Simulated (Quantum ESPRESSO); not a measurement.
# Ag under changes of volume

One of the cells (17.048 Å³/atom); the others are scaled copies at fixed shape and fractional positions:

```
Ag
1.0
     0.00000    2.04275    2.04275
     2.04275    0.00000    2.04275
     2.04275    2.04275    0.00000
Ag
1
Direct
  0.00000 0.00000 0.00000
```

- Program: Quantum ESPRESSO 7.5
- Functional: LDA
- Potentials or basis: GBRV 1.5 LDA
- Cutoff: 762 eV
- Density cutoff: 6095 eV
- k mesh: 11 × 11 × 11
- Occupations: fermi-dirac, width 0.05 eV
- Spin: no spin polarisation

```tsv
volume (Å³/atom)	energy over the lowest point (meV/atom)	pressure (GPa)
16.025	0.00	-0.6
16.366	3.15	-3.4
16.707	?	?
17.048	25.50	-7.9
17.389	43.26	-9.7
17.730	64.40	-11.2
18.071	88.60	-12.5
```

Q: What does the run at 16.707 Å³/atom give?

A: Energy over the lowest point 11.93 meV/atom; pressure -5.8 GPa.

Worked out: A Birch-Murnaghan fit of order 3 (a polynomial in V^(-2/3)) to the other rows has its minimum at 16.02 Å³/atom, just outside them, with B0 = V·E''(V) = 145 GPa and B' = 6.2. It gives 11.92 meV/atom at 16.707 Å³/atom, against the run's 11.93, and -dE/dV = -5.3 GPa, against -5.8.

Energies are extrapolated to zero smearing.
